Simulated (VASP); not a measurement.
The system is Eu.

```xyz
1
Lattice="-2.3030 2.3030 2.3030 2.3030 -2.3030 2.3030 2.3030 2.3030 -2.3030" Properties=species:S:1:pos:R:3 pbc="T T T"
Eu    0.0000    0.0000    0.0000
```

```yaml
Program: VASP 6.6.1
Task: single point
Functional: PBE
Potentials_or_basis: VASP PAW PBE potentials, release 64 (Eu)
Cutoff: 520 eV
k_mesh: 8 × 8 × 8
Occupations: fermi-dirac, width 0.05 eV
Spin: collinear spin, ferromagnetic start
Starting_moments: "[7.0] μB"
```

On this cell: pressure -1.8 GPa; net moment 7.37 μB per cell; site moments Eu +6.70 μB; band gap on the k mesh none (metal or under the smearing width).

The same run follows on a disturbed copy (cell strained at random at fixed volume):

```xyz
1
Lattice="-2.3423 2.2599 2.3128 2.3089 -2.2840 2.3035 2.3461 2.2878 -2.3369" Properties=species:S:1:pos:R:3 pbc="T T T"
Eu    0.0180   -0.0570   -0.0288
```

Task: What changes?

Result: The energy (extrapolated to zero smearing) moves by +0.7 meV/atom; pressure -1.8 GPa; net moment 7.37 μB per cell; site moments Eu +6.70 μB; band gap on the k mesh none (metal or under the smearing width).

Stress tensor (GPa, compression positive):
```
-1.86 -0.01  0.18
-0.01 -1.80  0.13
 0.18  0.13 -1.85
```

Caveats: spin-orbit coupling is left out, which moves the levels of the heavy elements.
